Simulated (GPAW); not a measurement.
# SiC (P6_3mc) in GPAW: further runs

Runs on SiC. Level: BLYP. Tasks: dielectric tensor, optical spectrum.

Program: GPAW 26.7.0. These are calculated values, not measurements. Logs are shortened: lines on timing, memory, paths and dates and some standing lists are left out, and cuts for length are marked. The log counts tension as positive stress, the text compression.

**1. The crystal as given**

Symmetry: P6_3mc, No. 186, hexagonal system. Conventional cell: a = 3.076 Å, b = 3.076 Å, c = 10.071 Å, α = 90.00°, β = 90.00°, γ = 120.00°. Si (site symmetry 3m) has 4 C at 1.88 to 1.89 Å as nearest neighbours. Si (site symmetry 3m) is surrounded by 4 C at 1.88 to 1.89 Å. C (site symmetry 3m) is surrounded by 4 Si at 1.88 to 1.89 Å. C (site symmetry 3m) has 4 Si at 1.88 to 1.89 Å as nearest neighbours.

The cell is a database's computed one.

**2. Dielectric tensor, BLYP**

Input file run.py:

```python
import numpy as np
from ase.dft.bandgap import bandgap
from ase.io import write
from ase.spacegroup import crystal
from gpaw import GPAW, PW, setup_paths
from gpaw.response.df import DielectricFunction

setup_paths.insert(0, '.')

# Si 2a
# Si 2b
# C 2a
# C 2b
atoms = crystal(['Si', 'Si', 'C', 'C'],
                basis=[[0.0, 0.0, 0.18789438],
                       [0.3333333333, 0.6666666667, 0.43784198],
                       [0.0, 0.0, 0.00046005],
                       [0.3333333333, 0.6666666667, 0.24980259]],
                spacegroup=186, setting=1,  # P6_3mc
                cellpar=[3.07569415, 3.07569415, 10.07064648, 90.0, 90.0, 120.0],
                primitive_cell=True)

calc = GPAW(mode=PW(550),
            xc='BLYP',
            kpts={'size': (8, 8, 2), 'gamma': True},
            occupations={'name': 'fermi-dirac', 'width': 0.001},
            nbands=32,
            convergence={'density': 1e-06},
            maxiter=150,
            txt='gpaw.txt')
atoms.calc = calc
energy = atoms.get_potential_energy()
calc.write('gs.gpw')
write('result.traj', atoms)
print(f'Energy: {energy:.6f} eV')
print('Fermi level:', round(calc.get_fermi_level(), 4), 'eV')
print(f'Gap: {bandgap(calc)[0]:.4f} eV, direct: {bandgap(calc, direct=True)[0]:.4f} eV')

for size in [(10, 10, 3), (14, 14, 4)]:
    name = 'x'.join(str(n) for n in size)
    dense = calc.fixed_density(kpts={'size': size, 'gamma': True},
                               nbands=86, convergence={'bands': 80},
                               update_fermi_level=True, txt=f'dense-{name}.txt')
    dense.write(f'{name}.gpw', mode='all')
    df = DielectricFunction(f'{name}.gpw', frequencies=np.array([0.0]), hilbert=False, eta=0.001,
                            ecut=80, nbands=80, intraband=False, txt=f'df-{name}.txt')
    for xc in ['RPA', 'ALDA_X', 'LR0.3']:
        for direction in ['x', 'y', 'z', [0, 1, 1], [1, 0, 1], [1, 1, 0]]:
            e0, e = df.get_macroscopic_dielectric_constant(xc=xc, direction=direction)
            print(f'{name} {xc} {direction}: {e0:.4f} without, {e:.4f} with local fields')
```

Potentials or basis: PAW data sets generated in the run's folder for this functional, pw.

Started as:

```console
$ gpaw-setup -f BLYP C Si
$ OMP_NUM_THREADS=1 python run.py
```

gpaw.txt:

```text
__  _  _
 | _ |_)|_||  |
 |__||  | ||/\| - 26.7.0

Input parameters:
  mode=PW(ecut=550.0),
  convergence={'density': 1e-06},
  kpts=MonkhorstPack(size=(8, 8, 2), gamma=True),
  maxiter=150,
  nbands=32,
  occupations=Occupations(name='fermi-dirac', width=0.001),
  xc=XC(name='BLYP')

Diagonalizing LCAO Hamiltonian
Converting LCAO to pw mode

            Si

            C
       Si

         Si
       C

         C

       Si

       C

Atoms  # Å, Bohr magnetons
|   | symbol |         x |        y |        z |    initial magnetic moments |
|---|--------|-----------|----------|----------|-----------------------------|
| 0 |     Si |  0.000000 | 0.000000 | 1.892218 | ( 0.0000,  0.0000,  0.0000) |
| 1 |     Si |  0.000000 | 0.000000 | 6.927541 | ( 0.0000,  0.0000,  0.0000) |
| 2 |     Si | -0.000000 | 1.775753 | 4.409352 | ( 0.0000,  0.0000,  0.0000) |
| 3 |     Si |  1.537847 | 0.887876 | 9.444675 | ( 0.0000,  0.0000,  0.0000) |
| 4 |      C |  0.000000 | 0.000000 | 0.004633 | ( 0.0000,  0.0000,  0.0000) |
| 5 |      C |  0.000000 | 0.000000 | 5.039956 | ( 0.0000,  0.0000,  0.0000) |
| 6 |      C | -0.000000 | 1.775753 | 2.515674 | ( 0.0000,  0.0000,  0.0000) |
| 7 |      C |  1.537847 | 0.887876 | 7.550997 | ( 0.0000,  0.0000,  0.0000) |

Unit cell  # Å
| periodic |         x |        y |         z |   lengths |     angles |
|----------|-----------|----------|-----------|-----------|------------|
|      yes |  3.075694 | 0.000000 |  0.000000 |  3.075694 |  90.000000 |
|      yes | -1.537847 | 2.663629 |  0.000000 |  3.075694 |  90.000000 |
|      yes |  0.000000 | 0.000000 | 10.070646 | 10.070646 | 120.000000 |

Number of symmetries: 6
Symmetry operations  # r_c * U_cc + t_c -> r_c
|   | kind |            matrix            |
|---|------|------------------------------|
| 0 |  σ   |  1, 1, 0,  0,-1, 0,  0, 0, 1 |
| 1 |  E   |  1, 0, 0,  0, 1, 0,  0, 0, 1 |
| 2 |  C3  |  0, 1, 0, -1,-1, 0,  0, 0, 1 |
| 3 |  σ   |  0,-1, 0, -1, 0, 0,  0, 0, 1 |
| 4 |  σ   | -1, 0, 0,  1, 1, 0,  0, 0, 1 |
| 5 |  C3  | -1,-1, 0,  1, 0, 0,  0, 0, 1 |

BZ-sampling:
  Number of BZ points: 128
  Number of IBZ points: 20

  Monkhorst-Pack size: [8, 8, 2]
  Monkhorst-Pack shift: [0.0625, 0.0625, 0.25]

K-points  # in reciprocal-cell coordinates
|     |                                coordinates |     weight |
|-----|--------------------------------------------|------------|
|   0 | (  0.00000000,   0.00000000,   0.00000000) | 0.00781250 |
|   1 | (  0.00000000,   0.00000000,   0.50000000) | 0.00781250 |
|   2 | (  0.12500000,   0.00000000,   0.00000000) | 0.04687500 |
|   3 | (  0.12500000,   0.00000000,   0.50000000) | 0.04687500 |
|   4 | (  0.25000000,  -0.12500000,   0.00000000) | 0.04687500 |
|   5 | (  0.25000000,  -0.12500000,   0.50000000) | 0.04687500 |
|   6 | (  0.25000000,   0.00000000,   0.00000000) | 0.04687500 |
|   7 | (  0.25000000,   0.00000000,   0.50000000) | 0.04687500 |
|   8 | (  0.37500000,  -0.12500000,   0.00000000) | 0.09375000 |
|   9 | (  0.37500000,  -0.12500000,   0.50000000) | 0.09375000 |
| ... |                                            |            |
|  19 | (  0.50000000,   0.50000000,   0.50000000) | 0.02343750 |

Plane wave coefficients: 2438
Cutoff: 550.0 eV

Spin-components: 1 (collinear spins)
Bands:           32
Projectors:      40
Spin-degeneracy: 2
Datatype:        complex128

Density:
  Valence electrons: 32.0
  Components: 1
  Grid points: [18 18 56]
  Charge: 0.0  # |e|

Potential:
  Grid points: [18 18 56]

species:
  Si:
    name:    Silicon
    Z:       14.0
    valence: 4
    core:    10
    charge:  0.0  # [|e|]
    compensation charges:
      type: gauss
      rc: 0.33  # [Å]
      lmax: 2
    cutoffs:
      filter: 1.86  # [Å]
      core: 2.06  # [Å]
    projectors
    | kind |    occ | energy [eV] | rcut [Å] |
    |------|--------|-------------|----------|
    |   3s |  2.000 |     -10.683 |    1.058 |
    |   3p |  2.000 |      -3.928 |    1.058 |
    |    s |        |      16.528 |    1.058 |
    |    p |        |      23.284 |    1.058 |
    |    d |        |       0.000 |    1.058 |

    Using partial waves for Si as LCAO basis

  C:
    name:    Carbon
    Z:       6.0
    valence: 4
    core:    2
    charge:  0.0  # [|e|]
    compensation charges:
      type: gauss
      rc: 0.20  # [Å]
      lmax: 2
    cutoffs:
      filter: 1.14  # [Å]
      core: 1.14  # [Å]
    projectors
    | kind |    occ | energy [eV] | rcut [Å] |
    |------|--------|-------------|----------|
    |   2s |  2.000 |     -13.611 |    0.635 |
    |   2p |  2.000 |      -5.237 |    0.635 |
    |    s |        |      13.600 |    0.635 |
    |    p |        |      21.974 |    0.635 |
    |    d |        |       0.000 |    0.635 |

    Using partial waves for C as LCAO basis

Reference energy: -35679.359767  # eV

eigensolver:
  PPCG
  Converge bands: occupied
  niter=2

density mixing:
  MSR1-Mixer
  Pratt-step length: 0.05
  Maximum mixing coefficient: 0.75
  Old densities: 10
  SVD Regularization: 0.005
  Good broyden scale: 1.0
  Trust region scale: 1.0
  Backstep threshold: 4.0
  History deletion threshold: 6.0
  Fourier metric: weight=20.0, sigma=0.015

occupation numbers:
  Fermi-Dirac:
    width: 0.0010  # eV

poisson solver:
  ecut: 4400.0  # eV

xc functional:
  name: BLYP with 2 nearest neighbor stencil

convergence criteria:
- Maximum integral of absolute [dens]ity change: 1e-06 electrons / valence electron
- Maximum [total energy] change in last 3 cyles: 0.0005 eV / valence electron
- Maximum integral of absolute [eigenst]ate change: 4e-08 eV^2 / valence electron
maximum number of iterations: 150

SCF iterations
|iter     | |      energy | eigst |  dens |
|---------|-|-------------|-------|-------|
|iter:   1| |  -61.750909 | -0.11 |       |
|iter:   2| |  -59.946080 | -2.06 | -0.53 |
|iter:   3| |  -53.974526 | -0.71 | -0.57 |
|iter:   4| |  -53.997413 | -2.84 | -1.27 |
|iter:   5| |  -54.013762 | -3.39 | -1.64 |
|iter:   6| |  -54.014117 | -5.23 | -2.57 |
|iter:   7| |  -54.014148c| -6.23 | -3.17 |
|iter:   8| |  -54.014147c| -7.34 | -3.92 |
|iter:   9| |  -54.014148c| -8.32c| -4.20 |
|iter:  10| |  -54.014148c| -8.41c| -5.07 |
|iter:  11| |  -54.014148c| -9.15c| -5.52 |
|iter:  12| |  -54.014148c| -9.80c| -5.95 |
|iter:  13| |  -54.014148c|-11.16c| -6.70c|

Converged in 13 steps
Energy contributions relative to reference atoms: (reference = -35679.359767)

Energy contributions:
  Kinetic:          71.562749
  Coulomb:         -58.951216
  Zero:             -0.045755
  External:          0.000000
  Xc:              -66.579927
  Entropy:          -0.000000
  Spinorbit:         0.000000
  ----------------------------
  Free energy:     -54.014148
  Extrapolated:    -54.014148

dipole moment: (-12.727433, -22.044561, -11.730735)  # |e|*Ang

Fermi level: 10.119
Eigenvalues  # (at kpt = [0.000, 0.000, 0.000])
| band index |      eig [eV] | occ [0-2] |
|------------|---------------|-----------|
|          0 |        -6.619 |     2.000 |
|        ... |               |           |
|          8 |         7.581 |     2.000 |
|          9 |         8.036 |     2.000 |
|         10 |         8.036 |     2.000 |
|         11 |         8.175 |     2.000 |
|         12 |         8.175 |     2.000 |
|         13 |         8.698 |     2.000 |
[... 8 lines left out ...]
|         22 |        15.913 |     0.000 |
|         23 |        15.914 |     0.000 |
|        ... |               |           |
|         31 |        19.842 |     0.000 |

Gap: 2.529 eV
Transition (v -> c):
  (s=0, k=0, n=15, [0.00, 0.00, 0.00]) -> (s=0, k=18, n=16, [0.50, 0.50, 0.00])
Direct/indirect transitions are different
Direct gap: 3.637 eV
Transition at: (s=0, k=18, n=15, [0.50, 0.50, 0.00])
# Writing to gs.gpw (mode='')
```

Wall time 20 min (1 thread of Arm Neoverse V1, shared host); peak memory 1.4 GiB.

Results:

* Free energy: -54.0141 eV
* Band gap on the k mesh: 2.53 eV, indirect (least direct gap 3.64 eV)
* Electronic dielectric tensor (diagonal): 6.30, 6.30, 6.51

Electronic dielectric tensor:
```
6.30 0.00 0.00
0.00 6.30 0.00
0.00 0.00 6.51
```

Caveat: the long-wavelength limit can be off by a per cent or two.

(Continued in part 2 of 2.)
